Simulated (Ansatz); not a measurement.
CdF$_{2}$: how the free axis answers a strain

CdF$_{2}$, Fm-3m, a = 5.481 Å. Ansatz: PBE, PAW, 420 eV, Γ-centred 6×6×4 mesh on 6 atoms, Gaussian smearing 0.02 eV; no spin polarisation. Series: biaxial strain in the a-b plane, c and atoms relaxed; x is the strain in per cent. The axes a, b, c are those of the computed cell (3.876, 3.876, 5.481 Å), along [1 1 0], [-1 1 0], [0 0 1] of the cell named above. y is the change of c in per cent of 5.481 Å.

```
x (%) y (%)
 -6.0   4.95
 -4.0   3.16
 -2.0      ?
  0.0   0.00
  2.0  -1.33
  4.0  -2.48
  6.0  -3.46
```

Question: Fit y = c1 x + c2 x² to the other rows, say what c1 measures, and predict the missing y.

Answer: Least squares on the rows shown. y = −0.7023 x + 0.02078 x². With no stress along c, c1 = −2C12/C11 = -0.702. At x = -2.0 the fit asked for gives 1.49 %. The run gave 1.51 %, so the fit is 0.02 % too low, within twice the rms miss on the fitted rows (0.01 %).